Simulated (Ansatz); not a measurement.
The cell below derives from a database structure.

Input and command of a plane-wave DFT calculation in Ansatz:

```yaml
crystal:
  lattice:
    - [4.7882822482, 0.0, 0.0]
    - [0.0, 5.8225653515, 0.0]
    - [0.0, 0.0, 5.3071153405]
  atoms:
    - { symbol: Sn, position: [0.5, 0.6652246663, 0.75] }
    - { symbol: Sn, position: [0.0, 0.8347753337, 0.25] }
    - { symbol: Sn, position: [0.5, 0.3347753337, 0.25] }
    - { symbol: Sn, position: [0.0, 0.1652246663, 0.75] }
    - { symbol: O, position: [0.7300820359, 0.6072753692, 0.078381468] }
    - { symbol: O, position: [0.2300820359, 0.8927246308, 0.921618532] }
    - { symbol: O, position: [0.7699179641, 0.8927246308, 0.578381468] }
    - { symbol: O, position: [0.2699179641, 0.6072753692, 0.421618532] }
    - { symbol: O, position: [0.7300820359, 0.3927246308, 0.578381468] }
    - { symbol: O, position: [0.2300820359, 0.1072753692, 0.421618532] }
    - { symbol: O, position: [0.7699179641, 0.1072753692, 0.078381468] }
    - { symbol: O, position: [0.2699179641, 0.3927246308, 0.921618532] }
basis:
  ecutwfc: 420
kpoints:
  mp_grid: { grid: [6, 6, 6] }
hamiltonian:
  xc: pbe
scf:
  occupations: { method: gaussian, width: 0.02 }
output:
  forces: true
  stress: true
  eigenvalues: true
relax:
  adjacent_minimum: "off"
  f_tol: 0.01
  max_steps: 80
  cell: { stress_tol: 0.05 }
```

```bash
ansatz run input.yaml --threads 1 --pin off --max-ram 2560MiB --backend cpu --events-out ev --progress --plain --runs-dir out
```

Processor: Arm Neoverse V2, 1 thread, on a host shared with other jobs.

Q: How long does it run, and how much memory does it take?

A: About 2.1 min, peak memory 0.68 GiB. It solves 64 bands at 64 k points (after reduction by symmetry) with about 2895 plane waves (on the last cell), in 20 SCF iterations over 4 ionic steps.
